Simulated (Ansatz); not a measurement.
## InPd: relaxation of cell and atoms with PBE+D3(BJ)

The system is InPd.

```
CELL_PARAMETERS angstrom
3.27188 0.00000 0.00000
0.00000 3.27188 0.00000
0.00000 0.00000 3.27188
ATOMIC_POSITIONS crystal
In 0.00000 0.00000 0.00000
Pd 0.50000 0.50000 0.50000
```

The cell comes from a database or a generator and needn't be the stable form of this composition.

```yaml
Program: Ansatz 0.2.0
Task: relaxation of cell and atoms
Functional: PBE
Dispersion: D3(BJ)
Potentials_or_basis: Ansatz PAW
Cutoff: "420 eV (not typed: the program's choice for these potentials)"
k_mesh: 8 × 8 × 8
Occupations: fermi-dirac, width 0.05 eV
Spin: no spin polarisation
```

```
Relaxed volume                         : 17.31 Å³/atom
Relaxed cell                           : a = 3.259 Å, b = 3.259 Å, c = 3.259 Å, α = 90.00°, β = 90.00°, γ = 90.00°
Space group after relaxing (to 0.05 Å) : Pm-3m (No. 221)
Energy gained by relaxing              : 1.0 meV/atom
Ionic steps                            : 4
Pressure after relaxing                : 0.0 GPa
Band gap on the k mesh                 : none (metal or under the smearing width)
```

The path:
| step | energy change (eV) | largest force (eV/Å) | volume (Å³) |
| --- | --- | --- | --- |
| 1 | 0.0000 | 0.0000 | 35.03 |
| 2 | -0.0021 | 0.0000 | 34.63 |
| 3 | -0.0022 | 0.0000 | 34.61 |
| 4 | -0.0020 | 0.0000 | 34.61 |

Final structure:
```yaml
crystal:
  lattice:
    - [3.25899, 0.00000, 0.00000]
    - [0.00000, 3.25899, 0.00000]
    - [0.00000, 0.00000, 3.25899]
  atoms:
    - { symbol: In, position: [0.00000, 0.00000, 0.00000] }
    - { symbol: Pd, position: [0.50000, 0.50000, 0.50000] }
```

Levels at points of the mesh, in eV from the Fermi level:
```csv
k point,band 14,band 15,band 16,band 17,band 18,band 19
"(0.00, 0.00, 0.00)",-2.22,-2.22,4.33,4.33,4.33,9.65
"(0.00, 0.00, -0.50)",-3.22,-2.29,-1.04,9.75,9.75,10.00
"(0.00, -0.50, -0.50)",-2.28,-2.28,-1.63,1.60,2.60,9.64
"(-0.50, -0.50, -0.50)",-1.59,0.06,3.90,3.90,3.90,4.53
```

Run time: 4.1 s on 2 threads of Arm Neoverse V2, with other jobs on the host, peak memory 0.32 GiB.

Caveat: the plane-wave basis is chosen anew once the cell has moved, so the energies of steps on either side of that aren't comparable; pairwise dispersion overbinds metals, which lowers pressure and volume.
